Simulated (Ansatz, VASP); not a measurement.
**One calculation of SrVO3, two programs**

```
Sr V O
1.0
     3.89279    0.00000    0.00000
     0.00000    3.89279    0.00000
     0.00000    0.00000    3.89279
Sr V O
1 1 3
Cartesian
  1.9464 1.9464 1.9464
  0.0000 0.0000 0.0000
  1.9464 0.0000 0.0000
  0.0000 1.9464 0.0000
  0.0000 0.0000 1.9464
```

Alike in both runs: task single point; functional PBE; k mesh 6 × 6 × 6; occupations gaussian, width 0.05 eV; collinear spin; Hubbard terms V d U = 3.25 eV.

```csv
,VASP,Ansatz
version,VASP 6.6.1,Ansatz 0.2.0
potentials or method,"VASP PAW PBE potentials, release 64 (Sr_sv, V_sv, O)","scalar-relativistic, plane waves, PAW"
plane-wave cutoff (eV),520,420
valence electrons in the cell,41,41
```

```tsv
	VASP	Ansatz	Ansatz less VASP
gap on the k mesh at the Fermi level (eV)	none	none	-
pressure (GPa)	0.8	0.0	-0.74
largest component of the traceless stress (GPa)	0.00	1.35	+1.346
net moment per atom (μB)	0.20	0.20	0.000
size of the moment on the site where the two differ most (μB)	1.13	0.85	-0.276
```

Site moments also hang on the region over which each program counts them. The programs project onto different local orbitals, so the same U acts differently. A gap of «none» marks a metal or a gap that the smearing closes. Ansatz warned: «filled_band_counts_differ_across_k_points».

The state reached can hang on the start; a lower one may exist.
